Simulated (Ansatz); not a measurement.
Cubic perovskite BaSnO3, treated with LDA (Ansatz, a first-principles code, PAW).

Run with plane-wave cutoff 520 eV, 8×8×8 k mesh, Fermi–Dirac smearing 0.01 eV, scalar-relativistic PAW data made under PBE.

Response to compression and expansion:

```json
[
 {"V (Å³/atom)": "12.797", "P (GPa)": "11.89", "direct gap at Γ (eV)": "2.411", "smallest gap on the k mesh (eV)": "1.971"},
 {"V (Å³/atom)": "13.070", "P (GPa)": "7.46", "direct gap at Γ (eV)": "2.133", "smallest gap on the k mesh (eV)": "1.679"},
 {"V (Å³/atom)": "13.342", "P (GPa)": "3.50", "direct gap at Γ (eV)": "1.867", "smallest gap on the k mesh (eV)": "1.401"},
 {"V (Å³/atom)": "13.614", "P (GPa)": "-0.01", "direct gap at Γ (eV)": "1.613", "smallest gap on the k mesh (eV)": "1.136"},
 {"V (Å³/atom)": "13.887", "P (GPa)": "-3.14", "direct gap at Γ (eV)": "1.370", "smallest gap on the k mesh (eV)": "0.884"},
 {"V (Å³/atom)": "14.159", "P (GPa)": "-5.92", "direct gap at Γ (eV)": "1.137", "smallest gap on the k mesh (eV)": "0.644"},
 {"V (Å³/atom)": "14.431", "P (GPa)": "-8.38", "direct gap at Γ (eV)": "0.914", "smallest gap on the k mesh (eV)": "0.415"}
]
```

The fundamental gap (1.14 eV at the equilibrium volume, with added k points) lies elsewhere than Γ–Γ.

Measured, for comparison: band gap 2.95 eV (temperature not stated, no zero-point or thermal correction, indirect, from the absorption edge of a single crystal; as tabulated in Kim et al. (2012), arXiv:1207.0764).

Spin–orbit coupling is not included.
